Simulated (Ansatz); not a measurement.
# Pb under changes of volume

One of the cells (30.323 Å³/atom); the others are scaled copies at fixed shape and fractional positions:

```
Pb
1.0
     0.00000    2.47502    2.47502
     2.47502    0.00000    2.47502
     2.47502    2.47502    0.00000
Pb
1
Cartesian
  0.0000 0.0000 0.0000
```

```yaml
Program: Ansatz 0.2.0
Functional: PBE
Potentials_or_basis: Ansatz PAW
Cutoff: "420 eV (not typed: the program's choice for these potentials)"
k_mesh: 9 × 9 × 9
Occupations: fermi-dirac, width 0.05 eV
Spin: no spin polarisation
```

| volume (Å³/atom) | energy over the lowest point (meV/atom) | pressure (GPa) |
| --- | --- | --- |
| 28.503 | 55.77 | 6.0 |
| 29.110 | 35.67 | 4.6 |
| 29.716 | 20.58 | 3.4 |
| 30.323 | ? | ? |
| 30.929 | 3.37 | 1.3 |
| 31.535 | 0.18 | 0.4 |
| 32.142 | 0.00 | -0.3 |

Q: What does the run at 30.323 Å³/atom give?

A: Energy over the lowest point 9.99 meV/atom; pressure 2.3 GPa.

Worked out: A Birch-Murnaghan fit of order 3 (a polynomial in V^(-2/3)) to the other rows has its minimum at 31.87 Å³/atom with B0 = V·E''(V) = 39 GPa and B' = 5.8. It gives 10.02 meV/atom at 30.323 Å³/atom, against the run's 9.99, and -dE/dV = 2.3 GPa, against 2.3.

Energies are extrapolated to zero smearing.
